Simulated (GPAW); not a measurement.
# Zr (P6_3/mmc) in GPAW: notebook, part 2 of 2

GPAW 26.7.0. The steps go on from the part before.

## Step 4: Optical spectrum, PBE

This run uses another cell than the first one, of 22.82 Å³/atom, 1.021 times its volume.

run.py

```python
from ase.dft.bandgap import bandgap
from ase.io import read, write
from gpaw import GPAW, PW
from gpaw.response.df import DielectricFunction

atoms = read('POSCAR')

calc = GPAW(mode=PW(450),
            xc='PBE',
            kpts={'size': (8, 8, 4), 'gamma': True},
            occupations={'name': 'fermi-dirac', 'width': 0.05},
            nbands=24,
            convergence={'density': 1e-06},
            maxiter=150,
            txt='gpaw.txt')
atoms.calc = calc
energy = atoms.get_potential_energy()
calc.write('gs.gpw')
write('result.traj', atoms)
print(f'Energy: {energy:.6f} eV')
print('Fermi level:', round(calc.get_fermi_level(), 4), 'eV')
print(f'Gap: {bandgap(calc)[0]:.4f} eV, direct: {bandgap(calc, direct=True)[0]:.4f} eV')

dense = calc.fixed_density(kpts={'size': (17, 17, 9), 'gamma': True},
                           nbands=38, convergence={'bands': 32, 'eigenstates': 1e-7},
                           update_fermi_level=True, txt='dense.txt')
dense.write('dense.gpw', mode='all')

df = DielectricFunction('dense.gpw', frequencies={'type': 'nonlinear', 'domega0': 0.05, 'omega2': 10},
                        eta=0.1, ecut=50, nbands=32, rate='eta', txt='df.txt')
for direction in ['x', 'z']:
    df.get_dielectric_function(xc='RPA', direction=direction, filename=f'df_{direction}.csv')
```

POSCAR

```
Zr
1.0
    3.2103080712      0.0000000000      0.0000000000
   -1.6051540356      2.7802083436      0.0000000000
    0.0000000000      0.0000000000      5.1124553350
Zr
2
Direct
    0.6666666667      0.3333333333      0.7500000000
    0.3333333333      0.6666666667      0.2500000000
```

Potentials or basis: GPAW PAW data sets (gpaw-data 1.2.1), pw.

Launch:

```
$ OMP_NUM_THREADS=1 python run.py
```

gpaw.txt:

```text
__  _  _
 | _ |_)|_||  |
 |__||  | ||/\| - 26.7.0

Input parameters:
  mode=PW(ecut=450.00000000000006),
  convergence={'density': 1e-06},
  kpts=MonkhorstPack(size=(8, 8, 4), gamma=True),
  maxiter=150,
  nbands=24,
  occupations=Occupations(name='fermi-dirac', width=0.05),
  xc=XC(name='PBE')

Diagonalizing LCAO Hamiltonian
Converting LCAO to pw mode

           Zr

        Zr

Atoms  # Å, Bohr magnetons
|   | symbol |         x |        y |        z |    initial magnetic moments |
|---|--------|-----------|----------|----------|-----------------------------|
| 0 |     Zr |  1.605154 | 0.926736 | 3.834342 | ( 0.0000,  0.0000,  0.0000) |
| 1 |     Zr | -0.000000 | 1.853472 | 1.278114 | ( 0.0000,  0.0000,  0.0000) |

Unit cell  # Å
| periodic |         x |        y |        z |  lengths |     angles |
|----------|-----------|----------|----------|----------|------------|
|      yes |  3.210308 | 0.000000 | 0.000000 | 3.210308 |  90.000000 |
|      yes | -1.605154 | 2.780208 | 0.000000 | 3.210308 |  90.000000 |
|      yes |  0.000000 | 0.000000 | 5.112455 | 5.112455 | 120.000000 |

Number of symmetries: 12
Symmetry operations  # r_c * U_cc + t_c -> r_c
|    | kind |            matrix            |
|----|------|------------------------------|
|  0 |  σ   |  1, 1, 0,  0,-1, 0,  0, 0, 1 |
|  1 |  S6  |  1, 1, 0, -1, 0, 0,  0, 0,-1 |
|  2 |  E   |  1, 0, 0,  0, 1, 0,  0, 0, 1 |
|  3 |  C2  |  1, 0, 0, -1,-1, 0,  0, 0,-1 |
|  4 |  C2  |  0, 1, 0,  1, 0, 0,  0, 0,-1 |
|  5 |  C3  |  0, 1, 0, -1,-1, 0,  0, 0, 1 |
|  6 |  S6  |  0,-1, 0,  1, 1, 0,  0, 0,-1 |
|  7 |  σ   |  0,-1, 0, -1, 0, 0,  0, 0, 1 |
[... 90 lines left out ...]
  Good broyden scale: 1.0
  Trust region scale: 1.0
  Backstep threshold: 4.0
  History deletion threshold: 6.0
  Fourier metric: weight=20.0, sigma=0.015

occupation numbers:
  Fermi-Dirac:
    width: 0.0500  # eV

poisson solver:
  ecut: 3600.0000000000005  # eV

xc functional:
  name: PBE with 2 nearest neighbor stencil

convergence criteria:
- Maximum integral of absolute [dens]ity change: 1e-06 electrons / valence electron
- Maximum [total energy] change in last 3 cyles: 0.0005 eV / valence electron
- Maximum integral of absolute [eigenst]ate change: 4e-08 eV^2 / valence electron
maximum number of iterations: 150

SCF iterations
|iter     | |      energy | eigst |  dens |
|---------|-|-------------|-------|-------|
|iter:   1| |  -15.038095 | -0.07 |       |
|iter:   2| |  -14.993673 | -1.76 | -1.30 |
|iter:   3| |  -14.757908 | -1.51 | -1.33 |
|iter:   4| |  -14.759351 | -2.75 | -1.92 |
|iter:   5| |  -14.760706c| -4.14 | -2.36 |
|iter:   6| |  -14.760718c| -5.52 | -3.53 |
|iter:   7| |  -14.760723c| -6.95 | -4.11 |
|iter:   8| |  -14.760723c| -7.86c| -4.48 |
|iter:   9| |  -14.760723c| -7.75c| -4.99 |
|iter:  10| |  -14.760723c| -8.69c| -6.03c|

Converged in 10 steps
Energy contributions relative to reference atoms: (reference = -195787.142470)

Energy contributions:
  Kinetic:           9.690793
  Coulomb:         -10.107228
  Zero:              0.581148
  External:          0.000000
  Xc:              -14.917996
  Entropy:          -0.014880
  Spinorbit:         0.000000
  ----------------------------
  Free energy:     -14.768163
  Extrapolated:    -14.760723

dipole moment: (0.000000, 0.000001, 0.000001)  # |e|*Ang

Fermi level: 9.681
Eigenvalues  # (at kpt = [0.000, 0.000, 0.000])
| band index |      eig [eV] | occ [0-2] |
|------------|---------------|-----------|
|          0 |       -39.152 |     2.000 |
|        ... |               |           |
|          2 |       -17.726 |     2.000 |
|          3 |       -16.805 |     2.000 |
|          4 |       -16.805 |     2.000 |
|          5 |       -16.657 |     2.000 |
|          6 |       -16.657 |     2.000 |
|          7 |       -16.656 |     2.000 |
[... 8 lines left out ...]
|         16 |        11.807 |     0.000 |
|         17 |        11.807 |     0.000 |
|        ... |               |           |
|         23 |        23.209 |     0.000 |

No gap
No difference between direct/indirect transitions
# Writing to gs.gpw (mode='')
```

stdout:

```text
Energy: -14.760723 eV
Fermi level: 9.6812 eV
Gap: 0.0000 eV, direct: 0.0000 eV
```

It took 3.4 min on 1 thread of Arm Neoverse V1, shared host; peak memory 0.47 GiB.

Results:

* Free energy: -14.7682 eV
* Band gap on the k mesh: none (metal or under the smearing width)

Dielectric function (mean over the directions given):
| energy (eV) | real part | imaginary part |
| --- | --- | --- |
| 0.25 | -94.01 | 195.36 |
| 0.67 | 7.26 | 62.68 |
| 1.15 | 0.49 | 50.10 |
| 1.66 | -6.37 | 37.95 |
| 2.18 | -7.09 | 24.25 |
| 2.66 | -8.75 | 19.13 |
| 3.17 | -7.02 | 13.11 |
| 3.56 | -5.56 | 11.28 |
| 4.03 | -4.27 | 8.99 |
| 4.51 | -4.61 | 9.13 |
| 5.01 | -5.24 | 6.70 |
| 5.53 | -4.97 | 5.24 |
| 6.07 | -4.28 | 3.69 |
| 6.55 | -2.96 | 2.45 |
| 6.87 | -1.99 | 2.28 |
| 7.38 | -1.36 | 2.31 |
| 7.90 | -0.92 | 3.00 |
| 8.43 | -1.94 | 2.34 |
| 8.89 | -1.23 | 1.60 |
| 9.47 | -0.12 | 1.72 |
| 9.76 | -0.05 | 2.27 |
| 10.26 | -0.84 | 2.70 |
| 10.78 | -1.01 | 2.21 |
| 11.31 | -1.25 | 1.74 |
| 11.85 | -0.99 | 1.49 |
| 12.30 | -0.88 | 1.18 |
| 12.77 | -0.79 | 0.96 |
| 13.24 | -0.68 | 0.85 |
| 13.72 | -0.43 | 0.75 |
| 14.22 | -0.32 | 0.74 |
| 14.73 | -0.45 | 0.67 |
| 15.26 | -0.27 | 0.52 |
| 15.80 | -0.18 | 0.46 |
| 16.21 | -0.11 | 0.40 |
| 16.78 | 0.00 | 0.34 |
| 17.36 | 0.08 | 0.27 |
| 17.96 | 0.19 | 0.21 |
| 18.58 | 0.28 | 0.17 |
| 19.22 | 0.39 | 0.17 |
| 19.87 | 0.45 | 0.16 |

Caveat: the intraband term hangs on this k mesh; the long-wavelength limit can be off by several per cent where d states take part; independent-particle spectra lack excitons.

## Step 5: The runs side by side

| cell | gap on the mesh (eV) |
| --- | --- |
| P6_3/mmc, 22.35 Å³/atom | none |
| P6_3/mmc, 21.88 Å³/atom | none |
| P6_3/mmc, 22.82 Å³/atom | none |

Alike in all rows: task optical spectrum; level PBE; potentials or basis GPAW PAW data sets (gpaw-data 1.2.1), pw; no spin polarisation; k mesh 8 × 8 × 4; cutoff (eV) 450; smearing fermi-dirac 0.05 eV.

Every run on the cell as given and a fine mesh finds a metal.

Caveats: the intraband term hangs on this k mesh; the long-wavelength limit can be off by several per cent where d states take part; independent-particle spectra lack excitons.

Total energies depend on the potentials used, so only differences within one code and one set of settings carry meaning.
